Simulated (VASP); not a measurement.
# Si2Mo (I4/mmm) in VASP: electric field gradients with PBE

Aim: the electric field gradients of Si2Mo with PBE.

Program: VASP 6.6.1. These are calculated values, not measurements. Logs are shortened: lines on timing, memory, paths and dates and some standing lists are left out, and cuts for length are marked.

## Step 1: Starting point

Symmetry: I4/mmm, No. 139, tetragonal system. Conventional cell: a = 3.217 Å, b = 3.217 Å, c = 7.878 Å, α = 90.00°, β = 90.00°, γ = 90.00°. Si (site symmetry 4mm) is surrounded by 5 Si at 2.60 to 2.64 Å and 5 Mo at 2.62 to 2.64 Å. Mo (site symmetry 4/mmm) has 10 Si at 2.62 to 2.64 Å as nearest neighbours.

## Step 2: Electric field gradients, PBE

INCAR reads:

```
SYSTEM = Si2Mo
  PREC = Accurate
  ENCUT = 520
  EDIFF = 1E-8
  ISMEAR = -1
  SIGMA = 0.15
  LREAL = .FALSE.
  LASPH = .TRUE.
  NELM = 100
  ALGO = Fast
  ISIF = 2
  LWAVE = .FALSE.
  LCHARG = .FALSE.
  GGA = PE
  LEFG = .TRUE.
  NBANDS = 18
```

KPOINTS reads:

```
Automatic mesh
0
G
  18 18 18
  0 0 0
```

POSCAR reads:

```
Si2Mo
1.0
   -1.6083031777      1.6083031777      3.9389712936
    1.6083031777     -1.6083031777      3.9389712936
    1.6083031777      1.6083031777     -3.9389712936
Si Mo
2 1
Direct
    0.3349964453      0.3349964453      0.0000000000
    0.6650035547      0.6650035547      0.0000000000
    0.0000000000      0.0000000000      0.0000000000
```

Potentials or basis: VASP PAW PBE potentials, release 64 (Si, Mo_sv).

On the command line:

```console
$ cat potpaw_PBE.64/Si/POTCAR potpaw_PBE.64/Mo_sv/POTCAR > POTCAR
$ mpirun -np 1 vasp_std > vasp.out
```

OUTCAR:

```text
SYSTEM = Si2Mo
   PREC = Accurate
   ENCUT = 520
   EDIFF = 1E-8
   ISMEAR = -1
   LREAL = .FALSE.
   LASPH = .TRUE.
   NELM = 100
   ISIF = 2
   GGA = PE

 ion  position               nearest neighbor table
   1  0.335  0.335  0.000-   2 2.60   3 2.62   3 2.62   3 2.62   3 2.62   3 2.64   2 2.64   2 2.64
                             2 2.64   2 2.64
   2  0.665  0.665  0.000-   1 2.60   3 2.62   3 2.62   3 2.62   3 2.62   3 2.64   1 2.64   1 2.64
                             1 2.64   1 2.64
   3  0.000  0.000  0.000-   2 2.62   1 2.62   2 2.62   1 2.62   2 2.62   1 2.62   1 2.62   2 2.62
                             1 2.64   2 2.64

  LATTYP: Found a body centered tetragonal cell.
 ALAT       =     3.2166063554
 C/A-ratio  =     2.4491472430

  Lattice vectors:

 A1 = (  -1.6083031777,   1.6083031777,   3.9389712936)
 A2 = (   1.6083031777,  -1.6083031777,   3.9389712936)
 A3 = (   1.6083031777,   1.6083031777,  -3.9389712936)

Analysis of symmetry for initial positions (statically):
=====================================================================
 Subroutine PRICEL returns:
 Original cell was already a primitive cell.

 Routine SETGRP: Setting up the symmetry group for a
 body centered tetragonal supercell.

 Subroutine GETGRP returns: Found 16 space group operations
 (whereof 16 operations were pure point group operations)
 out of a pool of 16 trial point group operations.

The static configuration has the point symmetry D_4h.

Analysis of symmetry for dynamics (positions and initial velocities):
=====================================================================
 Subroutine PRICEL returns:
 Original cell was already a primitive cell.

 Routine SETGRP: Setting up the symmetry group for a
 body centered tetragonal supercell.

 Subroutine GETGRP returns: Found 16 space group operations
 (whereof 16 operations were pure point group operations)
 out of a pool of 16 trial point group operations.

The dynamic configuration has the point symmetry D_4h.

 Subroutine INISYM returns: Found 16 space group operations
 (whereof 16 operations are pure point group operations),
 and found     1 'primitive' translations

----------------------------------------------------------------------------------------

                                     Primitive cell

  volume of cell :      40.7548

  direct lattice vectors                    reciprocal lattice vectors
    -1.608303178  1.608303178  3.938971294     0.000000000  0.310886658  0.126936696
     1.608303178 -1.608303178  3.938971294     0.310886658  0.000000000  0.126936696
     1.608303178  1.608303178 -3.938971294     0.310886658  0.310886658  0.000000000

  length of vectors
     4.548491297  4.548491297  4.548491297     0.335802678  0.335802678  0.439660128

  position of ions in fractional coordinates (direct lattice)
     0.334996445  0.334996445  0.000000000
     0.665003555  0.665003555  0.000000000
     0.000000000  0.000000000  0.000000000

  ion indices of the primitive-cell ions
   primitive index   ion index
                 1           1
                 2           2
                 3           3

----------------------------------------------------------------------------------------

 KPOINTS: Automatic mesh

Automatic generation of k-mesh.
 Grid dimensions read from file:
 generate k-points for:   18   18   18

 Generating k-lattice:

  Cartesian coordinates                     Fractional coordinates (reciprocal lattice)
     0.000000000  0.017271481  0.007052039     0.055555556  0.000000000 -0.000000000
     0.017271481  0.000000000  0.007052039     0.000000000  0.055555556 -0.000000000
     0.017271481  0.017271481  0.000000000     0.000000000  0.000000000  0.055555556

  Length of vectors
     0.018655704  0.018655704  0.024425563

  Shift w.r.t. Gamma in fractional coordinates (k-lattice)
     0.000000000  0.000000000  0.000000000

 Subroutine IBZKPT returns following result:
 ===========================================

 Found    480 irreducible k-points:

 Following reciprocal coordinates:
            Coordinates               Weight
  0.000000  0.000000  0.000000      1.000000
  0.055556 -0.000000  0.000000      8.000000
  0.111111 -0.000000  0.000000      8.000000
  0.166667  0.000000  0.000000      8.000000
  0.222222  0.000000 -0.000000      8.000000
  0.277778  0.000000  0.000000      8.000000
[... 16 lines left out ...]
 -0.277778  0.055556  0.000000     16.000000
 -0.222222  0.055556 -0.000000     16.000000
 [... further k-points ...]
   k-points           NKPTS =    480   k-points in BZ     NKDIM =    480   number of bands    NBANDS=     18
   number of dos      NEDOS =    301   number of ions     NIONS =      3
   total plane-waves  NPLWV =  46656
   dimension x,y,z NGX =    36 NGY =   36 NGZ =   36
   dimension x,y,z NGXF=    72 NGYF=   72 NGZF=   72
   ions per type =               2   1
   NGX,Y,Z   is equivalent  to a cutoff of  13.16, 13.16, 13.16 a.u.
   NGXF,Y,Z  is equivalent  to a cutoff of  26.32, 26.32, 26.32 a.u.
 SYSTEM =  Si2Mo
   PREC   = accura    normal or accurate (medium, high low for compatibility)
   ISTART =      0    job   : 0-new  1-cont  2-samecut
   ICHARG =      2    charge: 1-file 2-atom 10-const
   ISPIN  =      1    spin polarized calculation?
   LNONCOLLINEAR =      F non collinear calculations
   LSORBIT =      F    spin-orbit coupling
   LASPH  =      T    aspherical Exc in radial PAW
   ENCUT  =  520.0 eV  38.22 Ry    6.18 a.u.   8.46  8.46  8.46*2*pi/ulx,y,z
   NELM   =    100;   NELMIN=  2; NELMDL= -5     # of ELM steps
   EDIFF  = 0.1E-07   stopping-criterion for ELM
   LREAL  =      F    real-space projection
   EDIFFG = 0.1E-06   stopping-criterion for IOM
   NSW    =      0    number of steps for IOM
   IBRION =     -1    ionic relax: 0-MD 1-quasi-New 2-CG
   NFREE  =      0    steps in history (QN), initial steepest desc. (CG)
   ISIF   =      2    stress and relaxation
   ISYM   =      2    0-nonsym 1-usesym 2-fastsym
   POTIM  = 0.5000    time-step for ionic-motion
   TEBEG  =    0.0;   TEEND  =   0.0 temperature during run
   PSTRESS=    0.0 pullay stress
   NELECT =      22.0000    total number of electrons
   NUPDOWN=      -1.0000    fix difference up-down
   EMIN   =  10.00;   EMAX   =-10.00  energy-range for DOS
   EFERMI =   0.00;   METHOD = LEGACY
   ISMEAR =    -1;   SIGMA  =   0.15  broadening in eV -4-tet -1-fermi 0-gaus
   EFERMI_NEDOS =   21; number of points for ismear=-14 and -15
   IALGO  =     68    algorithm
   IMIX   =      4    mixing-type and parameters
     AMIX     =   0.40;   BMIX     =  1.00
     AMIX_MAG =   1.60;   BMIX_MAG =  1.00
  volume/ion in A,a.u.               =      13.58        91.68
  Fermi-wavevector in a.u.,A,eV,Ry     =   1.332978  2.518962 24.175229  1.776829
  Thomas-Fermi vector in A             =   2.461871
   LORBIT       =      0    0 simple, 1 ext, 2 COOP (PROOUT), +10 PAW based schemes
   GGA     = PE    functional components
   LHFCALC =     F    Hartree Fock is set to
   AEXX    =    0.0000 exact exchange contribution
   IVDW    =     0    specifies the selected vdW correction
   LEPSILON=     F    determine dielectric tensor
   LRPA    =     F    only Hartree local field effects (RPA)
 non-spin polarized calculation
 RMM-DIIS sequential band-by-band and
  energy-cutoff  :      520.00
  volume of cell :       40.75
 maximum number of plane-waves:      1134
 NGX is ok and might be reduce to    36
   NGX = 17   NGY = 17   NGZ = 17

 number of electron      22.0000000 magnetization

 Free energy of the ion-electron system (eV)
  ---------------------------------------------------
  ext. energy  EPLUGINS =         0.00000000
  ---------------------------------------------------
  free energy    TOTEN  =       -23.27335920 eV

  energy without entropy =      -23.24374190  energy(sigma->0) =      -23.25855055

 E-fermi :  12.0628     XC(G=0): -12.3672

 val. band max:       12.0627223261   @ k =  -0.0556   0.0556   0.0000
 cond. band min:      12.0664393314   @ k =   0.0556   0.0556   0.0000
 fundamental gap:      0.0037170053
 Fermi energy:        12.0628179806

 k-point     1 :       0.0000    0.0000    0.0000
  band No.  band energies     occupation
      1     -48.6743      2.00000
      2     -22.8172      2.00000
      3     -22.7471      2.00000
      4     -22.7471      2.00000
      5      -1.2535      2.00000
      6       5.7627      2.00000
[... 10 lines left out ...]
     17      17.1047      0.00000
     18      17.1047      0.00000
[... 466 lines left out ...]
      2     -22.8475      2.00000
      3     -22.8079      2.00000
      4     -22.7448      2.00000
      5      -0.3976      2.00000
      6       5.7902      2.00000
[... 10 lines left out ...]
     17      18.2094      0.00000
     18      20.4353      0.00000

 [... further k-points ...]
[... 5 lines left out ...]
  --------------------------------------------------------------------------------------
  -------------------------------------------------------------------------------------
  Total        0.0411892      0.0411892      0.0354351      0.0000000      0.0000000      0.0000000
  in kB        1.6192537      1.6192537      1.3930470      0.0000000      0.0000000      0.0000000
  external PRESSURE =       1.5438515 kB  Pullay stress =       0.0000000 kB

 VOLUME and BASIS-vectors are now :
 -----------------------------------------------------------------------------
  energy-cutoff  :      520.00
  volume of cell :       40.75
      direct lattice vectors                 reciprocal lattice vectors
    -1.608303178  1.608303178  3.938971294     0.000000000  0.310886658  0.126936696
     1.608303178 -1.608303178  3.938971294     0.310886658  0.000000000  0.126936696
     1.608303178  1.608303178 -3.938971294     0.310886658  0.310886658  0.000000000

 POSITION                                       TOTAL-FORCE (eV/Angst)
 -----------------------------------------------------------------------------------
      0.00000      0.00000      2.63908         0.000000      0.000000     -0.004405
      0.00000      0.00000      5.23886        -0.000000     -0.000000      0.004405
      0.00000      0.00000      0.00000         0.000000      0.000000      0.000000
 -----------------------------------------------------------------------------------
    total drift:                               -0.000000      0.000000     -0.000000

  FREE ENERGIE OF THE ION-ELECTRON SYSTEM (eV)
  ---------------------------------------------------
  free  energy   TOTEN  =       -23.2733591987 eV

  energy  without entropy=      -23.2437418992  energy(sigma->0) =      -23.25855055

 Electric field gradients (V/A^2)
---------------------------------------------------------------------
 ion       V_xx      V_yy      V_zz      V_xy      V_xz      V_yz
---------------------------------------------------------------------
   1       5.546     5.546   -11.093    -0.000    -0.000    -0.000
   2       5.546     5.546   -11.093    -0.000    -0.000    -0.000
   3      29.266    29.266   -58.531     0.001     0.000     0.000
---------------------------------------------------------------------

 Electric field gradients after diagonalization (V/A^2)
 (convention: |V_zz| > |V_xx| > |V_yy|)
----------------------------------------------------------------------
 ion       V_xx      V_yy      V_zz     asymmetry (V_yy - V_xx)/ V_zz
----------------------------------------------------------------------
   1       5.546     5.546   -11.093       0.000
   2       5.546     5.546   -11.093       0.000
   3      29.266    29.265   -58.531       0.000
----------------------------------------------------------------------

           NMR quadrupolar parameters

 Cq : quadrupolar parameter    Cq=e*Q*V_zz/h
 eta: asymmetry parameters     (V_yy - V_xx)/ V_zz
 Q  : nuclear electric quadrupole moment in mb (millibarn)
----------------------------------------------------------------------
 ion       Cq(MHz)       eta       Q (mb)
----------------------------------------------------------------------
   1      -0.027       0.000       1.000
   2      -0.027       0.000       1.000
   3      -0.142       0.000       1.000
----------------------------------------------------------------------
```

Wall time 9 min (1 thread of Intel Xeon Platinum 8488C (Sapphire Rapids), shared host); peak memory 0.48 GiB.

What came out:

```yaml
Free_energy: -23.2734 eV
Pressure: 0.2 GPa
Largest_force: 0.004 eV/Å
Band_gap_on_the_k_mesh: none (metal or under the smearing width)
```

Forces on the atoms (eV/Å):
```
Si   0.000  0.000 -0.004
Si   0.000  0.000  0.004
Mo   0.000  0.000  0.000
```

Levels at points of the mesh, in eV from the Fermi level:
```csv
k point,band 9,band 10,band 11,band 12,band 13,band 14
"(0.00, 0.00, 0.00)",-2.58,-2.58,0.36,3.07,3.25,3.48
"(0.50, 0.00, 0.00)",-2.54,-2.52,-0.49,2.21,3.08,3.96
"(0.50, 0.50, 0.00)",-4.39,-3.00,-1.21,2.26,2.67,3.09
"(0.50, 0.50, 0.50)",-0.57,-0.57,-0.48,-0.48,0.49,4.68
```

Electric field gradients, principal values (V/Å²):
| atom | Vxx | Vyy | Vzz |
| --- | --- | --- | --- |
| 1 Si | 5.546 | 5.546 | -11.093 |
| 2 Si | 5.546 | 5.546 | -11.093 |
| 3 Mo | 29.265 | 29.266 | -58.531 |
